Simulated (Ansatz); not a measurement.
Run this with the Ansatz DFT code, driven from Python and show what comes out.

`o_robust.py`:
```python
# -*- coding: utf-8 -*-
import ansatz as az
import numpy as np


def main():
    vectors = np.array([
        [3.985, -2.8165, 0.0],
        [3.985, 2.8165, 0.0],
        [-1.644237, 0.0, 3.326861],
    ])
    system = (
        az.Lattice.of(vectors)
        .atom('O', (0.826, 0.826, 0.174))
        .atom('O', (0.174, 0.174, 0.826))
        .atom('O', (0.248, 0.248, 0.186))
        .atom('O', (0.752, 0.752, 0.814))
        .atom('O', (0.7691, 0.3029, 0.181))
        .atom('O', (0.6971, 0.2309, 0.819))
        .atom('O', (0.2309, 0.6971, 0.819))
        .atom('O', (0.3029, 0.7691, 0.181))
    )

    calc = (
        system.calculation()
        .functional('pbe')
        .pseudopotentials('paw')
        .kpoints(spacing=0.36)
        .occupations('Fixed')
        .scf(tolerance=1e-08)
    )

    token = az.CancelToken()


    def watch(event):
        if event['event'] == 'scf_iter':
            row = event['data']
            print(f'iteration {row["iter"]:2d}  Harris-Foulkes {row["harris_foulkes_ev"]:.5f} eV  residual {row["dr2_ev"]:.2e} eV')
            if row['dr2_ev'] < 1e-4:
                token.cancel()


    try:
        calc.session().plan().execute(on_event=watch, cancel=token)
        print('finished before the stop was seen')
    except az.CancelledError:
        print('stopped by the token')


if __name__ == '__main__':
    main()
```

```console
$ python o_robust.py
DeckWarning: basis.ecutwfc = 420 eV, auto-derived from the records' recommended cutoffs: set by O (normal level)
iteration  1  Harris-Foulkes -4518.64220 eV  residual 7.65e-02 eV
RunWarning: iter 1: σ=0 fill of 24 bands saw a band overlap (occupied 4.6924 eV > unoccupied 4.6576 eV) — on an unconverged iterate often a transient of an unconverged empty band; one that stands at [...]
iteration  2  Harris-Foulkes -4518.64735 eV  residual 2.75e-01 eV
iteration  3  Harris-Foulkes -4518.80971 eV  residual 2.96e+00 eV
iteration  4  Harris-Foulkes -4518.63193 eV  residual 4.15e-03 eV
iteration  5  Harris-Foulkes -4518.63294 eV  residual 4.04e-04 eV
iteration  6  Harris-Foulkes -4518.63311 eV  residual 1.41e-05 eV
stopped by the token
```
(Warnings from the package without file and line, shortened, repeats left out.)

What to keep in mind:
- Absolute energies stand on the zero of these potentials, so only differences at equal settings mean something. A total without «per atom» is that of the cell as typed.
- No spin polarisation was allowed.
- This isn't the structure that O takes at ambient conditions.
- The whole script took 2.9 s on 1 thread of Arm Neoverse V2, on a shared host, peak memory 0.37 GiB.

(A comment or docstring line of the script was reworded after the run, the code is as it ran; lines on the test bed's own set-up are left out of the output.)
